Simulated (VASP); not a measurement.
Input of a VASP 6.6.1 run:

Contents of POSCAR:

```
H14CO7
1.0
    6.2230840000      0.0000000000      0.0000000000
    0.0000000000      6.2230840000      0.0000000000
    0.0000000000      0.0000000000      6.2230840000
O H C
7 14 1
Direct
    0.9433104229      0.8380732126      0.2516597880
   -0.0234128288      0.1027304147      0.7542883882
    0.5396038363      0.3696238071      0.7748408988
    0.8571634257      0.4803245465      0.5006520883
    0.6773169059      0.1823854539      0.2008811065
    0.4349290480      0.7993464334      0.4489896007
    0.2545040369      0.6864281440      0.9399198211
    0.8841757559      0.7387012613      0.3578932889
    1.0264364100      0.7523279454      0.1473063838
   -0.0663979467     -0.0043065464      0.6523292952
   -0.0021693424      0.2286326201      0.6700857646
    0.4090737004      0.4209167030      0.8366591227
    0.6060660599      0.2776918968      0.8869235897
    0.7624515433      0.4658140562      0.6227619618
    0.7841288981      0.3811293564      0.3997535627
    0.5550945480      0.1110542618      0.2588427217
    0.7856233340      0.0644535732      0.1787698832
    0.2919452799      0.7802401510      0.5079635756
    0.5257361141      0.6937074929      0.5266359895
    0.3142814720      1.0075229581      0.9601348785
    0.5391860370      0.8256035111      0.9012573187
    0.3720020491      0.8388445343      0.9308246522
```

File INCAR.step1:

```
PREC = Accurate
ENCUT = 520
ISMEAR = -1
SIGMA = 0.05
LREAL = Auto
LASPH = True
NELM = 60
NBANDS = 47
GGA = PE
ALGO = Normal
EDIFF = 1E-4
LWAVE = True
LCHARG = False
```

INCAR.step2

```
PREC = Accurate
ENCUT = 520
EDIFF = 1E-7
ISMEAR = -1
SIGMA = 0.05
LREAL = Auto
LASPH = True
NELM = 60
ALGO = Normal
ISIF = 2
LWAVE = False
LCHARG = False
METAGGA = R2SCAN
LMIXTAU = True
IVDW = 12
VDW_S6 = 1.0
VDW_S8 = 0.78981345
VDW_A1 = 0.49484001
VDW_A2 = 5.73083694
NBANDS = 47
ISTART = 1
```

The input KPOINTS:

```
Automatic mesh
0
Gamma
  1 1 1
```

Potentials or basis: VASP PAW PBE potentials, release 64 (O, H, C).

Run with:

```bash
$ cat potpaw_PBE.64/O/POTCAR potpaw_PBE.64/H/POTCAR potpaw_PBE.64/C/POTCAR > POTCAR
$ cp INCAR.step1 INCAR
$ mpirun -np 1 vasp_gam > vasp.out
$ cp INCAR.step2 INCAR
$ mpirun -np 1 vasp_gam > vasp.out
```

What does it give for the dispersion energy per atom?

-0.017 eV.

Estimate the pressure.

-0.5 GPa.

Estimate the band gap on the k mesh.

4.52 eV, direct.

What does it give for the largest force?

2.338 eV/Å.

Stress tensor (GPa, compression positive):
```
 0.69  1.28 -1.09
 1.28 -1.02  0.04
-1.09  0.04 -1.07
```

Caveat: the standard files for N, O and F lose accuracy on very short bonds; the PAW data sets were made with another functional, which shifts forces and pressure a little. r2SCAN opens gaps a little over a GGA but as a rule still falls short of measured ones.
